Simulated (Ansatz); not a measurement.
# Iridium, dhcp under m-r²SCAN: structure, energy and stiffness, part 2 of 2

What does m-r²SCAN give for iridium in the dhcp structure? We relax it, solve it on a dense k-mesh, then scale the cell to 7 volumes from 88 to 112 % of the relaxed one and try a fit of the equation of state. The start is ferromagnetic. The k-meshes are 13×13×4 for the relaxation; 17×17×5 for the dense run; 15×15×4 for the volumes.

Ansatz 0.2.0; DFT, m-r2SCAN, plane waves (500 eV) with PAW, scalar-relativistic. The steps go on from the part before.

## (4) The cell scaled to 88 % of its volume

The input, input.yaml:

```yaml
crystal:
  lattice:
    - [2.6053150712, 0.0, 0.0]
    - [-1.3026575356, 2.2562690365, 0.0]
    - [0.0, 0.0, 8.5224705052]
  atoms:
    - { symbol: Ir, position: [1.0, 1.0, 0.0], spin: 1.0 }
    - { symbol: Ir, position: [1.0, 1.0, 0.5], spin: 1.0 }
    - { symbol: Ir, position: [0.3333333333, 0.6666666667, 0.25], spin: 1.0 }
    - { symbol: Ir, position: [0.6666666667, 0.3333333333, 0.75], spin: 1.0 }
hamiltonian:
  xc: mr2scan
  pseudopotentials:
    kind: paw
    azcp:
      Ir: "pseudopotentials/Ir.paw.azcp"
basis:
  ecutwfc: 500
  fft_grid_basis: typed
kpoints:
  mp_grid: { grid: [15, 15, 4], shift: [0, 0, 0] }
magnetization:
  spin_polarized: true
scf:
  occupations: { method: fermi_dirac, width: 0.05 }
  lower_state_search: "off"
output:
  stress: true
```

Command:

```console
$ ansatz run input.yaml --threads 2 --pin off --max-ram 6144MiB --backend cpu --events-out ev --progress --plain --runs-dir out
```

The program printed (excerpt; [...] marks lines left out):

```text
Warning: RAYON_NUM_THREADS=2 ignored (pool sized by the plan → 2); use --threads N
[...]
Pseudopotentials: kind: paw
Pseudopotential: Ir, paw, valence charge 17, recommended cutoff 500 eV (meta_gga), <dir>
Functional definition: m-r2SCAN
[...]
Crystal: 4 atoms, lattice volume = 50.098 Å³
Basis set: ecut = 500 eV, 1279 PW (Γ), exchange–correlation on 80×80×256 points (64 copies of the dense FFT grid, shifted against one another)
Bands: 44, of which v1, the nominal top of the filled ones, is band 34 counted from 1 (33 counted from 0)
Symmetry: 24 space group operations
Space group: P63/mmc (ITA 194), of the structure as read, at distance tolerance 3.7e-5 Å
Magnetic group: BNS 194.263 (UNI 1493), of the structure as read, at distance tolerance 3.7e-5 Å
k-points: 81 of 900
[...]
Starting moments: Σ|m| = 4 μB on 4 of 4 sites
[...]
WARN: the starting moments were not kept: the SCF closed with an absolute magnetisation of 1.7e-5 μB, where they sum to 4 μB in size (4 sites). That is at most 0.1 of that sum. Measured as dr2_m measures the in/out step, that magnetisation stands 4.5e-11 eV from none, at or under the [...]
this state was not tested for a lower state beside it, because the mixer in use, unlike msr1, does not test its closes by its own steps (another_mixer; see scf.mixing.algorithm and scf.lower_state_search)
SCF converged after 17 iterations
Magnetization: 0.0000 μB (34.0000 up, 34.0000 down)
Absolute magnetization: 0.0000 μB (∫|ρ↑−ρ↓|, with the PAW one-centre terms)
Spin contamination: 0.0000 ħ² per cell (⟨S²⟩ above its minimum at these occupations)
Per-site moments (μB) at R_I (Å): [(3.198749131986576e-6, 1.0746924668648408), (3.1987491319778165e-6, 1.0746924668648408), (3.832936258719938e-6, 1.0746924668648408), (3.8329362587680245e-6, 1.0746924668648408)]
Free energy (F): -47793.526571 eV
[...]
E sigma→0 (E₀):  -47793.515464 eV
Entropy (-TS):   -0.022213 eV (-5.553 meV/atom)
Fermi energy:    29.777357 eV
[...]
--- Stress (GPa, compression-positive) ---
       66.060687       0.000000       0.000000
        0.000000      66.060687       0.000000
        0.000000       0.000000      65.820121
  P = ⅓ Tr σ = 65.9805 GPa (659.805 kbar)
```

Wall time 43 s (2 threads of Arm Neoverse V1, shared host); peak memory 0.63 GiB.

## (5) The cell scaled to 92 % of its volume

input.yaml: that of step 4 with these lines changed.

```diff
@@ -2,5 +2,5 @@
   lattice:
-    - [2.6053150712, 0.0, 0.0]
-    - [-1.3026575356, 2.2562690365, 0.0]
-    - [0.0, 0.0, 8.5224705052]
+    - [2.6442061044, 0.0, 0.0]
+    - [-1.3221030522, 2.2899496593, 0.0]
+    - [0.0, 0.0, 8.6496903136]
   atoms:
```

Command:

```console
$ ansatz run input.yaml --threads 2 --pin off --max-ram 6144MiB --backend cpu --events-out ev --progress --plain --runs-dir out
```

The program printed (excerpt; [...] marks lines left out):

```text
Warning: RAYON_NUM_THREADS=2 ignored (pool sized by the plan → 2); use --threads N
[...]
[... 3 set-up lines as earlier in the session ...]
[...]
Crystal: 4 atoms, lattice volume = 52.375 Å³
Basis set: ecut = 500 eV, 1315 PW (Γ), exchange–correlation on 80×80×256 points (64 copies of the dense FFT grid, shifted against one another)
Bands: 44, of which v1, the nominal top of the filled ones, is band 34 counted from 1 (33 counted from 0)
[... 2 set-up lines as earlier in the session ...]
Magnetic group: BNS 194.263 (UNI 1493), of the structure as read, at distance tolerance 3.7e-5 Å
k-points: 81 of 900
[...]
Starting moments: Σ|m| = 4 μB on 4 of 4 sites
[...]
WARN: the starting moments were not kept: the SCF closed with an absolute magnetisation of 3.0e-5 μB, where they sum to 4 μB in size (4 sites). That is at most 0.1 of that sum. Measured as dr2_m measures the in/out step, that magnetisation stands 1.2e-10 eV from none, at or under the [...]
this state was not tested for a lower state beside it, because the mixer in use, unlike msr1, does not test its closes by its own steps (another_mixer; see scf.mixing.algorithm and scf.lower_state_search)
SCF converged after 17 iterations
Magnetization: 0.0000 μB (34.0000 up, 34.0000 down)
Absolute magnetization: 0.0000 μB (∫|ρ↑−ρ↓|, with the PAW one-centre terms)
Spin contamination: 0.0000 ħ² per cell (⟨S²⟩ above its minimum at these occupations)
Per-site moments (μB) at R_I (Å): [(5.980420767430547e-6, 1.0907350180763629), (5.980420767445264e-6, 1.0907350180763629), (6.2870087396016125e-6, 1.0907350180763629), (6.287008739615849e-6, 1.0907350180763629)]
Free energy (F): -47794.261152 eV
[...]
E sigma→0 (E₀):  -47794.249324 eV
Entropy (-TS):   -0.023656 eV (-5.914 meV/atom)
Fermi energy:    28.191854 eV
[...]
--- Stress (GPa, compression-positive) ---
       38.589381       0.000000       0.000000
        0.000000      38.589381       0.000000
        0.000000       0.000000      38.287194
  P = ⅓ Tr σ = 38.4887 GPa (384.887 kbar)
```

It took 42 s on 2 threads of Arm Neoverse V1, shared host; peak memory 0.64 GiB.

## (6) The cell scaled to 96 % of its volume

input.yaml: that of step 5 with these lines changed.

```diff
@@ -2,5 +2,5 @@
   lattice:
-    - [2.6442061044, 0.0, 0.0]
-    - [-1.3221030522, 2.2899496593, 0.0]
-    - [0.0, 0.0, 8.6496903136]
+    - [2.6819855816, 0.0, 0.0]
+    - [-1.3409927908, 2.3226676462, 0.0]
+    - [0.0, 0.0, 8.7732740149]
   atoms:
```

Command:

```console
$ ansatz run input.yaml --threads 2 --pin off --max-ram 6144MiB --backend cpu --events-out ev --progress --plain --runs-dir out
```

The program printed (excerpt; [...] marks lines left out):

```text
Warning: RAYON_NUM_THREADS=2 ignored (pool sized by the plan → 2); use --threads N
[...]
[... 3 set-up lines as earlier in the session ...]
[...]
Crystal: 4 atoms, lattice volume = 54.652 Å³
Basis set: ecut = 500 eV, 1387 PW (Γ), exchange–correlation on 80×80×256 points (64 copies of the dense FFT grid, shifted against one another)
Bands: 44, of which v1, the nominal top of the filled ones, is band 34 counted from 1 (33 counted from 0)
[... 2 set-up lines as earlier in the session ...]
Magnetic group: BNS 194.263 (UNI 1493), of the structure as read, at distance tolerance 3.8e-5 Å
k-points: 81 of 900
[...]
Starting moments: Σ|m| = 4 μB on 4 of 4 sites
[...]
WARN: the starting moments were not kept: the SCF closed with an absolute magnetisation of 5.6e-5 μB, where they sum to 4 μB in size (4 sites). That is at most 0.1 of that sum. Measured as dr2_m measures the in/out step, that magnetisation stands 3.9e-10 eV from none, at or under the [...]
this state was not tested for a lower state beside it, because the mixer in use, unlike msr1, does not test its closes by its own steps (another_mixer; see scf.mixing.algorithm and scf.lower_state_search)
SCF converged after 17 iterations
Magnetization: 0.0000 μB (34.0000 up, 34.0000 down)
Absolute magnetization: 0.0001 μB (∫|ρ↑−ρ↓|, with the PAW one-centre terms)
Spin contamination: 0.0000 ħ² per cell (⟨S²⟩ above its minimum at these occupations)
Per-site moments (μB) at R_I (Å): [(1.1870648402850351e-5, 1.1063190523982867), (1.1870648402862887e-5, 1.1063190523982867), (1.1100250878289951e-5, 1.1063190523982867), (1.1100250878268039e-5, 1.1063190523982867)]
Free energy (F): -47794.648370 eV
[...]
E sigma→0 (E₀):  -47794.635765 eV
Entropy (-TS):   -0.025211 eV (-6.303 meV/atom)
Fermi energy:    26.734718 eV
[...]
--- Stress (GPa, compression-positive) ---
       16.971943       0.000000       0.000000
        0.000000      16.971943       0.000000
        0.000000       0.000000      16.645176
  P = ⅓ Tr σ = 16.8630 GPa (168.630 kbar)
```

It took 43 s on 2 threads of Arm Neoverse V1, shared host; peak memory 0.65 GiB.

## (7) The cell scaled to 100 % of its volume

input.yaml: that of step 6 with these lines changed.

```diff
@@ -2,5 +2,5 @@
   lattice:
-    - [2.6819855816, 0.0, 0.0]
-    - [-1.3409927908, 2.3226676462, 0.0]
-    - [0.0, 0.0, 8.7732740149]
+    - [2.7187296761, 0.0, 0.0]
+    - [-1.359364838, 2.3544889655, 0.0]
+    - [0.0, 0.0, 8.8934707868]
   atoms:
```

Command:

```console
$ ansatz run input.yaml --threads 2 --pin off --max-ram 6144MiB --backend cpu --events-out ev --progress --plain --runs-dir out
```

The program printed (excerpt; [...] marks lines left out):

```text
Warning: RAYON_NUM_THREADS=2 ignored (pool sized by the plan → 2); use --threads N
[...]
[... 3 set-up lines as earlier in the session ...]
[...]
Crystal: 4 atoms, lattice volume = 56.929 Å³
Basis set: ecut = 500 eV, 1389 PW (Γ), exchange–correlation on 80×80×288 points (64 copies of the dense FFT grid, shifted against one another)
Bands: 44, of which v1, the nominal top of the filled ones, is band 34 counted from 1 (33 counted from 0)
[... 2 set-up lines as earlier in the session ...]
Magnetic group: BNS 194.263 (UNI 1493), of the structure as read, at distance tolerance 3.8e-5 Å
k-points: 81 of 900
[...]
Starting moments: Σ|m| = 4 μB on 4 of 4 sites
[...]
WARN: the starting moments were not kept: the SCF closed with an absolute magnetisation of 3.7e-5 μB, where they sum to 4 μB in size (4 sites). That is at most 0.1 of that sum. Measured as dr2_m measures the in/out step, that magnetisation stands 1.7e-10 eV from none, at or under the [...]
this state was not tested for a lower state beside it, because the mixer in use, unlike msr1, does not test its closes by its own steps (another_mixer; see scf.mixing.algorithm and scf.lower_state_search)
SCF converged after 18 iterations
Magnetization: 0.0000 μB (34.0000 up, 34.0000 down)
Absolute magnetization: 0.0000 μB (∫|ρ↑−ρ↓|, with the PAW one-centre terms)
Spin contamination: 0.0000 ħ² per cell (⟨S²⟩ above its minimum at these occupations)
Per-site moments (μB) at R_I (Å): [(9.942310133672074e-6, 1.1214759913852392), (9.942310133681224e-6, 1.1214759913852392), (4.250190522953174e-6, 1.1214759913852392), (4.250190522937057e-6, 1.1214759913852392)]
Free energy (F): -47794.762368 eV
[...]
E sigma→0 (E₀):  -47794.748923 eV
Entropy (-TS):   -0.026891 eV (-6.723 meV/atom)
Fermi energy:    25.391453 eV
[...]
--- Stress (GPa, compression-positive) ---
       -0.029773      -0.000000      -0.000000
       -0.000000      -0.029773       0.000000
       -0.000000       0.000000      -0.357629
  P = ⅓ Tr σ = -0.1391 GPa (-1.391 kbar)
```

Run time: 49 s. Hardware: 2 threads of Arm Neoverse V1, shared host; peak memory 0.68 GiB.

## (8) The cell scaled to 104 % of its volume

input.yaml: that of step 7 with these lines changed.

```diff
@@ -2,5 +2,5 @@
   lattice:
-    - [2.7187296761, 0.0, 0.0]
-    - [-1.359364838, 2.3544889655, 0.0]
-    - [0.0, 0.0, 8.8934707868]
+    - [2.7545065377, 0.0, 0.0]
+    - [-1.3772532689, 2.3854726366, 0.0]
+    - [0.0, 0.0, 9.0105035603]
   atoms:
```

Command:

```console
$ ansatz run input.yaml --threads 2 --pin off --max-ram 6144MiB --backend cpu --events-out ev --progress --plain --runs-dir out
```

The program printed (excerpt; [...] marks lines left out):

```text
Warning: RAYON_NUM_THREADS=2 ignored (pool sized by the plan → 2); use --threads N
[...]
[... 3 set-up lines as earlier in the session ...]
[...]
Crystal: 4 atoms, lattice volume = 59.206 Å³
Basis set: ecut = 500 eV, 1461 PW (Γ), exchange–correlation on 96×96×288 points (64 copies of the dense FFT grid, shifted against one another)
Bands: 44, of which v1, the nominal top of the filled ones, is band 34 counted from 1 (33 counted from 0)
[... 1 set-up line as earlier in the session ...]
Space group: P63/mmc (ITA 194), of the structure as read, at distance tolerance 3.9e-5 Å
Magnetic group: BNS 194.263 (UNI 1493), of the structure as read, at distance tolerance 3.9e-5 Å
k-points: 81 of 900
[...]
Starting moments: Σ|m| = 4 μB on 4 of 4 sites
[...]
WARN: the starting moments were not kept: the SCF closed with an absolute magnetisation of 2.8e-5 μB, where they sum to 4 μB in size (4 sites). That is at most 0.1 of that sum. Measured as dr2_m measures the in/out step, that magnetisation stands 9.5e-11 eV from none, at or under the [...]
this state was not tested for a lower state beside it, because the mixer in use, unlike msr1, does not test its closes by its own steps (another_mixer; see scf.mixing.algorithm and scf.lower_state_search)
SCF converged after 18 iterations
Magnetization: 0.0000 μB (34.0000 up, 34.0000 down)
Absolute magnetization: 0.0000 μB (∫|ρ↑−ρ↓|, with the PAW one-centre terms)
Spin contamination: 0.0000 ħ² per cell (⟨S²⟩ above its minimum at these occupations)
Per-site moments (μB) at R_I (Å): [(6.098516610153477e-6, 1.1362339468158922), (6.098516610108994e-6, 1.1362339468158922), (4.473151011668097e-6, 1.1362339468158922), (4.473151011789265e-6, 1.1362339468158922)]
Free energy (F): -47794.661755 eV
[...]
E sigma→0 (E₀):  -47794.647388 eV
Entropy (-TS):   -0.028733 eV (-7.183 meV/atom)
Fermi energy:    24.149734 eV
[...]
--- Stress (GPa, compression-positive) ---
      -13.371964       0.000000       0.000000
        0.000000     -13.371964       0.000000
        0.000000       0.000000     -13.684462
  P = ⅓ Tr σ = -13.4761 GPa (-134.761 kbar)
```

It took 52 s on 2 threads of Arm Neoverse V1, shared host; peak memory 0.75 GiB.

## (9) The cell scaled to 108 % of its volume

input.yaml: that of step 8 with these lines changed.

```diff
@@ -2,5 +2,5 @@
   lattice:
-    - [2.7545065377, 0.0, 0.0]
-    - [-1.3772532689, 2.3854726366, 0.0]
-    - [0.0, 0.0, 9.0105035603]
+    - [2.7893774109, 0.0, 0.0]
+    - [-1.3946887055, 2.4156716986, 0.0]
+    - [0.0, 0.0, 9.1245726768]
   atoms:
```

Command:

```console
$ ansatz run input.yaml --threads 2 --pin off --max-ram 6144MiB --backend cpu --events-out ev --progress --plain --runs-dir out
```

The program printed (excerpt; [...] marks lines left out):

```text
Warning: RAYON_NUM_THREADS=2 ignored (pool sized by the plan → 2); use --threads N
[...]
[... 3 set-up lines as earlier in the session ...]
[...]
Crystal: 4 atoms, lattice volume = 61.483 Å³
Basis set: ecut = 500 eV, 1557 PW (Γ), exchange–correlation on 96×96×288 points (64 copies of the dense FFT grid, shifted against one another)
Bands: 44, of which v1, the nominal top of the filled ones, is band 34 counted from 1 (33 counted from 0)
[... 2 set-up lines as earlier in the session ...]
Magnetic group: BNS 194.263 (UNI 1493), of the structure as read, at distance tolerance 3.9e-5 Å
k-points: 81 of 900
[...]
Starting moments: Σ|m| = 4 μB on 4 of 4 sites
[...]
WARN: the starting moments were not kept: the SCF closed with an absolute magnetisation of 3.5e-5 μB, where they sum to 4 μB in size (4 sites). That is at most 0.1 of that sum. Measured as dr2_m measures the in/out step, that magnetisation stands 1.4e-10 eV from none, at or under the [...]
this state was not tested for a lower state beside it, because the mixer in use, unlike msr1, does not test its closes by its own steps (another_mixer; see scf.mixing.algorithm and scf.lower_state_search)
SCF converged after 19 iterations
Magnetization: 0.0000 μB (34.0000 up, 34.0000 down)
Absolute magnetization: 0.0000 μB (∫|ρ↑−ρ↓|, with the PAW one-centre terms)
Spin contamination: 0.0000 ħ² per cell (⟨S²⟩ above its minimum at these occupations)
Per-site moments (μB) at R_I (Å): [(7.777811799785751e-6, 1.1506181820005692), (7.77781179978917e-6, 1.1506181820005692), (6.849728268147052e-6, 1.1506181820005692), (6.849728268022627e-6, 1.1506181820005692)]
Free energy (F): -47794.393115 eV
[...]
E sigma→0 (E₀):  -47794.377717 eV
Entropy (-TS):   -0.030797 eV (-7.699 meV/atom)
Fermi energy:    22.999202 eV
[...]
--- Stress (GPa, compression-positive) ---
      -23.798712       0.000000       0.000000
        0.000000     -23.798712       0.000000
        0.000000       0.000000     -24.078522
  P = ⅓ Tr σ = -23.8920 GPa (-238.920 kbar)
```

It took 56 s on 2 threads of Arm Neoverse V1, shared host; peak memory 0.76 GiB.

## (10) The cell scaled to 112 % of its volume

input.yaml: that of step 9 with these lines changed.

```diff
@@ -2,5 +2,5 @@
   lattice:
-    - [2.7893774109, 0.0, 0.0]
-    - [-1.3946887055, 2.4156716986, 0.0]
-    - [0.0, 0.0, 9.1245726768]
+    - [2.8233975615, 0.0, 0.0]
+    - [-1.4116987807, 2.4451340132, 0.0]
+    - [0.0, 0.0, 9.2358589211]
   atoms:
```

Command:

```console
$ ansatz run input.yaml --threads 2 --pin off --max-ram 6144MiB --backend cpu --events-out ev --progress --plain --runs-dir out
```

The program printed (excerpt; [...] marks lines left out):

```text
Warning: RAYON_NUM_THREADS=2 ignored (pool sized by the plan → 2); use --threads N
[...]
[... 3 set-up lines as earlier in the session ...]
[...]
Crystal: 4 atoms, lattice volume = 63.761 Å³
Basis set: ecut = 500 eV, 1605 PW (Γ), exchange–correlation on 96×96×288 points (64 copies of the dense FFT grid, shifted against one another)
Bands: 44, of which v1, the nominal top of the filled ones, is band 34 counted from 1 (33 counted from 0)
[... 1 set-up line as earlier in the session ...]
Space group: P63/mmc (ITA 194), of the structure as read, at distance tolerance 4.0e-5 Å
Magnetic group: BNS 194.263 (UNI 1493), of the structure as read, at distance tolerance 4.0e-5 Å
k-points: 81 of 900
[...]
Starting moments: Σ|m| = 4 μB on 4 of 4 sites
[...]
WARN: the starting moments were not kept: the SCF closed with an absolute magnetisation of 3.7e-5 μB, where they sum to 4 μB in size (4 sites). That is at most 0.1 of that sum. Measured as dr2_m measures the in/out step, that magnetisation stands 1.6e-10 eV from none, at or under the [...]
this state was not tested for a lower state beside it, because the mixer in use, unlike msr1, does not test its closes by its own steps (another_mixer; see scf.mixing.algorithm and scf.lower_state_search)
SCF converged after 20 iterations
Magnetization: 0.0000 μB (34.0000 up, 34.0000 down)
Absolute magnetization: 0.0000 μB (∫|ρ↑−ρ↓|, with the PAW one-centre terms)
Spin contamination: 0.0000 ħ² per cell (⟨S²⟩ above its minimum at these occupations)
Per-site moments (μB) at R_I (Å): [(9.036721453645287e-6, 1.1646514941087387), (9.036721453643057e-6, 1.1646514941087387), (7.318078338910313e-6, 1.1646514941087387), (7.318078338970309e-6, 1.1646514941087387)]
Free energy (F): -47793.993698 eV
[...]
E sigma→0 (E₀):  -47793.977161 eV
Entropy (-TS):   -0.033072 eV (-8.268 meV/atom)
Fermi energy:    21.931364 eV
[...]
--- Stress (GPa, compression-positive) ---
      -31.891237      -0.000000      -0.000000
       -0.000000     -31.891237      -0.000000
       -0.000000      -0.000000     -32.111343
  P = ⅓ Tr σ = -31.9646 GPa (-319.646 kbar)
```

Wall time 59 s (2 threads of Arm Neoverse V1, shared host); peak memory 0.77 GiB.

## (11) The equation of state

The cell was scaled evenly, with its shape and the fractional positions fixed.

```tsv
V (Å³/atom)	E − E₀ (meV/atom)	P from the stress (GPa)	P from the fit (GPa)
12.524	308.3	65.98	66.05
13.094	124.8	38.49	38.41
13.663	28.2	16.86	16.78
14.232	-0.1	-0.14	-0.19
14.802	25.3	-13.48	-13.51
15.371	92.7	-23.89	-23.96
15.940	192.9	-31.96	-32.14
```

Fit (Birch-Murnaghan, third order): V₀ = 14.225 Å³/atom, B₀ = 376 GPa, B₀′ = 5.0, largest residual 0.09 meV/atom.

The fit is made to E(σ → 0), while the stress belongs to the free energy F; that is one source of the offset between the two pressures.

## (12) What came out

What follows sums up all 2 parts.

| quantity | value |
| --- | --- |
| space group (spins left aside) | P6_3/mmc (No. 194) |
| conventional cell | a = 2.719 Å, c = 8.893 Å (c/a = 3.271) |
| volume | 14.232 Å³/atom |
| shortest distance | 2.719 Å |
| gap on the mesh | none (levels filled in part) |
| magnetic state | non-magnetic |
| relative to fcc | +44 meV/atom |
| V₀, B₀, B₀′ | 14.225 Å³/atom, 376 GPa, 5.0 |

In words: The relaxation enlarged the cell by 0.6 % in volume. It lies 44 meV/atom above the element's reference form at the same level (fcc, from a run of its own). The moments die out: the run ends non-magnetic. No gap shows: it is a metal or semimetal at this level. The fitted modulus is 376 GPa, among the stiffest elements; letting shape and positions relax at each volume could only lower it. Relaxation kept the symmetry; phonons were not checked.
